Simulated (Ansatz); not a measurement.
The cell is COD entry 1534901, as deposited and not checked against the literature; nothing was relaxed.

A run on Zr: DFT, PBE, all-electron LAPW, scalar-relativistic (Ansatz 0.2.0). The input:

```yaml
crystal:
  lattice:
    - [0.0, 2.255, 2.255]
    - [2.255, 0.0, 2.255]
    - [2.255, 2.255, 0.0]
  atoms:
    - { symbol: Zr, position: [0.0, 0.0, 0.0] }
kpoints:
  mp_grid: { grid: [13, 13, 13] }
scf:
  occupations: { method: fermi_dirac, width: 0.05 }
hamiltonian:
  xc: pbe
  pseudopotentials:
    kind: all_electron
    lapw: { basis_error: 0.0005, muffin_tin_radii: { Zr: 1.786 } }
output:
  forces: true
  stress: true
  eigenvalues: true
```

Task: Is the run sound, and if not, why?

Result: No. The program refused the input. The typed spheres overlap: twice 1.786 Å exceeds the shortest distance, 3.189 Å; smaller radii, or none typed, cure it. It says:
```
Error: `kind: all_electron` solves this crystal on LAPW (the input types lapw, or this build lists no dataset of some species for it), and no LAPW basis is found for it: the given muffin-tin radii of Zr and Zr, or the smallest supported ones, add up to 3.572 Å, and 3.189 Å are free between these atoms; give smaller radii, or leave one out; where each species has a listed dataset, leave lapw and dirac_shells out and run without spin–orbit coupling, or set another kind (and leave the keys of all_electron out)
```
 The same cell converged in the base run, which differs by not having this change: all sphere radii typed as 1.786 A.
